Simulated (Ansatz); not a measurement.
# A series in volume scale on TaN

Free energy against uniform scaling of the volume at fixed shape and fractions; periodic cell, basis, potentials, k mesh and filling as listed. The results are calculated, by Ansatz 0.2.0.

The cell before it is scaled or strained (space group Fm-3m, No. 225):
```
TaN
1.0
      0.0000     2.1790     2.1790
      2.1790     0.0000     2.1790
      2.1790     2.1790     0.0000
Ta N
1 1
Direct
  0.50000 0.50000 0.50000
  0.00000 0.00000 0.00000
```

Settings of every row: functional PBE; dispersion none; potentials PAW; wave cutoff 421.78 eV; density cutoff 1687.1 eV; k mesh 11x11x11; k shift 0x0x0; occupations cold; smearing width 0.15 eV; spin none; SCF threshold exponent -10.

Limits: coarse k mesh, up to 40 meV an atom off; no spin-orbit coupling, which can matter with elements this heavy.

```
row  volume scale  V (Å³/atom)  pressure (GPa)  energy above lowest point (meV/atom)
  1          0.88        9.104           80.37                                 359.7
  2          0.92        9.518           53.65                                 187.9
  3          0.96        9.932           32.06                                  78.2
  4             1       10.346           14.57                                  18.7
  5          1.04        10.76               ?                                     ?
  6          1.08       11.174          -11.11                                  14.4
  7          1.12       11.587          -20.44                                  55.6
```

Question: what pressure should row 5 give?

Worked fit of pressure. Take u = (V_r/V)^(2/3) − 1 with V_r = 10.139 Å³ an atom, which is twice the finite (Eulerian) strain; such expansions in the strain, on which the Birch-Murnaghan equation of state is built, carry the rest volume and the bulk modulus. The shown rows have u = 0.07442, 0.04304, 0.01385, -0.01338, -0.06275, -0.08515. Least squares give pressure = 22.857 + 640.95 × u + 1671.5 × u² + 1353 × u³ GPa; a parabola predicts inner rows, each left out in turn, worse (root mean square 0.2 against 0.011 GPa). The rows lie off it by 0.00, 0.00, 0.00, -0.01, 0.01, 0.00. The pressure vanishes at u = -0.0396, or V = 10.77 Å³ an atom, and there the bulk modulus at fixed shape and fractions is B = −V dP/dV = (2/3)(1 + u) dP/du = 330 GPa. The withheld row has u = -0.03886, so the fit gives 22.857 + 640.95 × (-0.03886) + 1671.5 × (-0.03886)² + 1353 × (-0.03886)³ = 0.39 GPa.

The calculation gave 0.39 GPa. The fit meets it to the printed digit.

The other values of row 5: energy above lowest point 0 meV/atom.
